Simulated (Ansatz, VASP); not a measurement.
Pd: VASP beside Ansatz

```
Pd
1.0
     2.82030    0.00000    0.00000
    -1.41015    2.44245    0.00000
     0.00000    0.00000    4.68981
Pd
2
Direct
  0.33333 0.66667 0.25000
  0.66667 0.33333 0.75000
```

Change from the starting cell: volume scaled by 1.04.

Alike in both runs: task single point; functional PBEsol; k mesh 11 × 11 × 6; occupations fermi-dirac, width 0.05 eV; no spin polarisation.

|  | VASP | Ansatz |
| --- | --- | --- |
| version | VASP 6.6.1 | Ansatz 0.2.0 |
| potentials or method | VASP PAW PBE potentials, release 64 (Pd) | Ansatz PAW |
| plane-wave cutoff (eV) | 520 | 420 |
| valence electrons in the cell | 20 | 36 |

```csv
,VASP,Ansatz,Ansatz less VASP
gap on the k mesh at the Fermi level (eV),none,none,-
pressure (GPa),-15.5,-15.3,+0.20
largest component of the traceless stress (GPa),0.28,0.34,+0.064
```

A gap of «none» marks a metal or a gap that the smearing closes. The two sets of potentials don't hold the same shells in valence.

Caveats: the PAW data sets were made with another functional, which shifts forces and pressure a little (VASP); the PAW data sets come from PBE, with cores solved anew for the run's functional, which leaves a small shift of forces and pressure (Ansatz).
